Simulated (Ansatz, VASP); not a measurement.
# One calculation of HfH2, two programs

```
Hf H
1.0
    -1.73071    1.73071    2.14480
     1.73071   -1.73071    2.14480
     1.73071    1.73071   -2.14480
Hf H
1 2
Direct
  0.00000 0.00000 0.00000
  0.25000 0.75000 0.50000
  0.75000 0.25000 0.50000
```

The cell comes from a database or a generator and needn't be the stable form of this composition.

Alike in both runs: task single point; functional LDA; k mesh 11 × 11 × 11; occupations fermi-dirac, width 0.05 eV; no spin polarisation.

|  | VASP | Ansatz |
| --- | --- | --- |
| version | VASP 6.6.1 | Ansatz 0.2.0 |
| potentials or method | VASP PAW LDA potentials, release 64 (Hf_pv, H), cutoff 520 eV | all-electron LAPW, scalar-relativistic |

VASP gave:

* pressure (GPa): -5.0
* largest component of the traceless stress (GPa): 0.09

Q: Estimate Ansatz's values.

A: Pressure (GPa): -4.9; largest component of the traceless stress (GPa): 0.08.

Ansatz ran all-electron here, so the differences hold the error of VASP's frozen core and of both bases.

The runs have no spin-orbit coupling, so splittings on Hf are missing.
